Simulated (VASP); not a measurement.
The system is CdTe.

```
Cd Te
1.0
     0.00000    3.20500    3.20500
     3.20500    0.00000    3.20500
     3.20500    3.20500    0.00000
Cd Te
1 1
Direct
  0.00000 0.00000 0.00000
  0.25000 0.25000 0.25000
```

- Program: VASP 6.6.1
- Task: relaxation of cell and atoms
- Functional: PBEsol
- Potentials or basis: VASP PAW PBE potentials, release 64 (Cd, Te)
- Cutoff: 600 eV
- k mesh: 8 × 8 × 8
- Occupations: gaussian, width 0.03 eV
- Spin: no spin polarisation

At the start: pressure 1.8 GPa; volume 32.92 Å³/atom.

Question: Where does the relaxation end?

Answer: Over 3 steps the energy falls by 7.3 meV/atom and the volume is 34.26 Å³/atom (+4.1 %); space group F-43m (No. 216, to 0.05 Å).

The path:
```tsv
step	energy change (eV)	largest force (eV/Å)	pressure (GPa)	volume (Å³)
1	0.0000	0.0000	1.81	65.84
2	-0.0129	0.0000	-0.54	69.46
3	-0.0145	0.0000	0.00	68.52
```

Final structure:
```yaml
crystal:
  lattice:
    - [0.00000, 3.24780, 3.24780]
    - [3.24780, 0.00000, 3.24780]
    - [3.24780, 3.24780, 0.00000]
  atoms:
    - { symbol: Cd, position: [0.00000, 0.00000, 0.00000] }
    - { symbol: Te, position: [0.25000, 0.25000, 0.25000] }
```

Caveat: the PAW data sets were made with another functional, which shifts forces and pressure a little.
